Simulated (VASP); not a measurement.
The system is MgO.

```
Mg O
1.0
     3.30779    0.00000    0.00000
    -1.65389    2.86463    0.00000
     0.00000    0.00000    4.98288
Mg O
2 2
Direct
  0.33333 0.66667 0.00216
  0.66667 0.33333 0.50216
  0.33333 0.66667 0.40244
  0.66667 0.33333 0.90244
```

Measurements of this composition are mostly on another form, of space group No. 225.

| Property | Result |
| --- | --- |
| Program | VASP 6.6.1 |
| Task | relaxation of cell and atoms |
| Functional | LDA |
| Potentials or basis | VASP PAW LDA potentials, release 64 (Mg, O) |
| Cutoff | 600 eV |
| k mesh | 9 × 9 × 6 |
| Occupations | gaussian, width 0.02 eV |
| Spin | no spin polarisation |

At the start: pressure -5.6 GPa; volume 11.80 Å³/atom.

**Question.** How do energy, volume and symmetry change on relaxing?

**Answer.** Over 37 steps the energy falls by 77.3 meV/atom and the volume is 10.53 Å³/atom (-10.8 %); space group P6_3/mmc (No. 194, to 0.05 Å).

Step by step:
| step | energy change (eV) | largest force (eV/Å) | pressure (GPa) | volume (Å³) |
| --- | --- | --- | --- | --- |
| 1 | 0.0000 | 0.0486 | -5.59 | 47.22 |
| 2 | -0.0320 | 0.0214 | 2.31 | 44.46 |
| 3 | -0.0372 | 0.0019 | -0.01 | 45.18 |
| 4 | -0.0372 | 0.0009 | -0.13 | 45.22 |
| 5 | -0.0372 | 0.0091 | -0.13 | 45.21 |
| 6 | -0.0372 | 0.0175 | -0.12 | 45.21 |
| 7 | -0.0373 | 0.0150 | -0.06 | 45.18 |
| 8 | -0.0373 | 0.0075 | 0.11 | 45.12 |
| 9 | -0.0373 | 0.0048 | 0.09 | 45.12 |
| 10 | -0.0374 | 0.0034 | 0.03 | 45.12 |
| 11 | -0.0375 | 0.0188 | -0.08 | 45.13 |
| 12 | -0.0375 | 0.0181 | -0.09 | 45.13 |
| 13 | -0.0376 | 0.0151 | -0.10 | 45.12 |
| 14 | -0.0377 | 0.0091 | -0.13 | 45.11 |
| 15 | -0.0379 | 0.0037 | -0.19 | 45.08 |
| 16 | -0.0382 | 0.0320 | -0.31 | 45.02 |
| 17 | -0.0392 | 0.0994 | -0.57 | 44.90 |
| 18 | -0.0459 | 0.2711 | -1.16 | 44.63 |
| 19 | -0.0943 | 0.7046 | -2.05 | 43.95 |
| 20 | -0.0412 | 0.6503 | 5.11 | 42.02 |
| 21 | -0.0904 | 1.0434 | -1.38 | 43.59 |
| 22 | -0.1299 | 1.2240 | 0.15 | 42.86 |
| 23 | -0.1113 | 1.1392 | 2.09 | 42.46 |
| 24 | -0.1271 | 1.2182 | 0.77 | 42.72 |
| 25 | -0.1246 | 1.2046 | 1.08 | 42.65 |
| 26 | -0.1505 | 1.0840 | 0.64 | 42.67 |
| 27 | -0.2131 | 0.7664 | -0.53 | 42.75 |
| 28 | -0.2831 | 0.2996 | -2.15 | 42.89 |
| 29 | -0.2858 | 0.1631 | -3.27 | 43.14 |
| 30 | -0.2999 | 0.0379 | -3.10 | 43.04 |
| 31 | -0.3008 | 0.0239 | -2.96 | 43.00 |
| 32 | -0.3052 | 0.0151 | -2.08 | 42.73 |
| 33 | -0.3094 | 0.0046 | -0.18 | 42.17 |
| 34 | -0.3094 | 0.0065 | -0.01 | 42.12 |
| 35 | -0.3094 | 0.0072 | 0.05 | 42.10 |
| 36 | -0.3094 | 0.0058 | 0.03 | 42.11 |
| 37 | -0.3094 | 0.0021 | -0.04 | 42.13 |

Final structure:
```yaml
crystal:
  lattice:
    - [3.43433, 0.00000, 0.00000]
    - [-1.71717, 2.97422, 0.00000]
    - [0.00000, 0.00000, 4.12441]
  atoms:
    - { symbol: Mg, position: [0.33333, 0.66667, 0.95226] }
    - { symbol: Mg, position: [0.66667, 0.33333, 0.45226] }
    - { symbol: O, position: [0.33333, 0.66667, 0.45234] }
    - { symbol: O, position: [0.66667, 0.33333, 0.95234] }
```
